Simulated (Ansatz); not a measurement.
**All-electron card of AgBr**

```yaml
crystal:
  lattice:
    - [0.00000, 2.88605, 2.88605]
    - [2.88605, 0.00000, 2.88605]
    - [2.88605, 2.88605, 0.00000]
  atoms:
    - { symbol: Ag, position: [0.50000, 0.50000, 0.50000] }
    - { symbol: Br, position: [0.00000, 0.00000, 0.00000] }
```

Atom numbers follow the list: Ag1, Br2.

The cell comes from COD entry 9011682, which wasn't checked; take it as a given geometry.

Methods: DFT, LDA, all-electron LAPW, scalar-relativistic (Ansatz 0.2.0); DFT, LDA, PAW with Ansatz's default frozen-core files, scalar-relativistic (Ansatz 0.2.0).

For LAPW: a Γ-centred 7×7×7 k mesh, Fermi–Dirac smearing of 0.03 eV, basis error target 0.5 meV/atom, no spin polarisation. PAW takes a cutoff of 420 eV at this cell (files made with PBE, cores remade for this functional). The Ansatz runs share mesh, smearing and spin set-up. Values come from LAPW unless marked.

```json
{
 "Pressure at this cell": "-48.3 kbar",
 "Band gap": "0.38 eV, indirect from L (0.5, 0.5, 0.5) to Γ (so small a gap may close at points that the mesh and path miss)",
 "Smallest direct gap on the path": "2.25 eV",
 "Löwdin charges (with 0.09 e of the cell spilling out of the atomic basis, so their sizes and signs hang on that basis)": "Ag1 0.50, Br2 -0.41 e",
 "Bader charges (from the PAW run)": "Ag1 +0.43, Br2 -0.43 e",
 "Volume per atom": "24.04 Å³"
}
```
